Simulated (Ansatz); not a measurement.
This Ansatz 0.2.0 run on TiO needs a look.

The input input.yaml:

```yaml
crystal:
  lattice:
    - [2.8516080131, 0.0, 0.0]
    - [-1.4258040066, 2.469564981, 0.0]
    - [0.0, 0.0, 5.567503]
  atoms:
    - { symbol: Ti, position: [0.6666666667, 0.3333333333, 0.75] }
    - { symbol: Ti, position: [0.3333333333, 0.6666666667, 0.25] }
    - { symbol: O, position: [0.0, 0.0, 0.5] }
    - { symbol: O, position: [0.0, 0.0, 0.0] }
hamiltonian:
  xc: r2scan
  pseudopotentials: { kind: paw }
kpoints:
  mp_grid: { grid: [6, 6, 3] }
scf:
  occupations: { method: fermi_dirac, width: 0.05 }
  max_iter: 60
output:
  forces: true
  stress: true
  eigenvalues: true
ENCUT: 0.3
```

Potentials or basis: Ansatz PAW.

Command:

```bash
$ ansatz run input.yaml --threads 2 --pin off --max-ram 5632MiB --backend cpu --events-out ev --progress --plain --runs-dir out
```

Output:

```text
Error: YAML parse error: error: line 23 column 1: unknown field `ENCUT`, expected one of crystal, accuracy, basis, kpoints, hamiltonian, magnetization, projection, total_charge, correlation, batch, efield, external_charges, scf, relax, neb, saddle, md, ramp, phonons, dielectric, real_time, elastic, magnetic_configurations, gw, evaluate, workflow, output, checkpoint, execution
  --> <input>:23:1
   |
21 |   stress: true
22 |   eigenvalues: true
23 | ENCUT: 0.3
   | ^ unknown field `ENCUT`, expected one of crystal, accuracy, basis, kpoints, hamiltonian, magnetization, projection, total_charge, correlation, batch, efield, external_charges, scf, relax, neb, saddle, md, ramp, phonons, dielectric, real_time, elastic, magnetic_configurations, gw, evaluate, workflow, output, checkpoint, execution
```

Question: How did it end, and where is the flaw?

Answer: The program refused the input. The input holds a flaw that was put in on purpose: a keyword of another program (ENCUT = 0.3).
